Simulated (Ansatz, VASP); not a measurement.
# One calculation of ZrH4, two programs

```
Zr H
1.0
     3.04438   -0.00087   -0.02625
     0.13819    5.46716   -0.00735
     0.05141    0.00494    5.72317
Zr H
2 8
Direct
  0.50000 0.50000 0.00000
  0.00000 0.50000 0.50000
  0.49100 0.69711 0.68560
  0.98808 0.76175 0.07829
  0.01192 0.23825 0.92171
  0.50900 0.30289 0.31440
  0.98811 0.76323 0.92394
  0.49106 0.69723 0.31464
  0.01189 0.23677 0.07606
  0.50894 0.30277 0.68536
```

Change from the starting cell: the structure that the rattled cell fell into.

Alike in both runs: functional PBE; k mesh 6 × 4 × 4; occupations gaussian, width 0.1 eV; no spin polarisation.

Ansatz relaxed the structure, and its values are those at the end. VASP's run is a single point on that final structure, the one shown.

|  | VASP | Ansatz |
| --- | --- | --- |
| version | VASP 6.6.1 | Ansatz 0.2.0 |
| potentials or method | VASP PAW PBE potentials, release 64 (Zr_sv, H) | scalar-relativistic, plane waves, PAW |
| plane-wave cutoff (eV) | 520 | 420 |
| valence electrons in the cell | 32 | 32 |

Ansatz gave:

* gap on the k mesh at the Fermi level (eV): none
* pressure (GPa): 0.0
* rms of the force components (eV/Å): 0.009

**Question.** Estimate VASP's values.

**Answer.** gap on the k mesh at the Fermi level (eV): none; pressure (GPa): -0.1; rms of the force components (eV/Å): 0.008.

A gap of «none» marks a metal or a gap that the smearing closes.
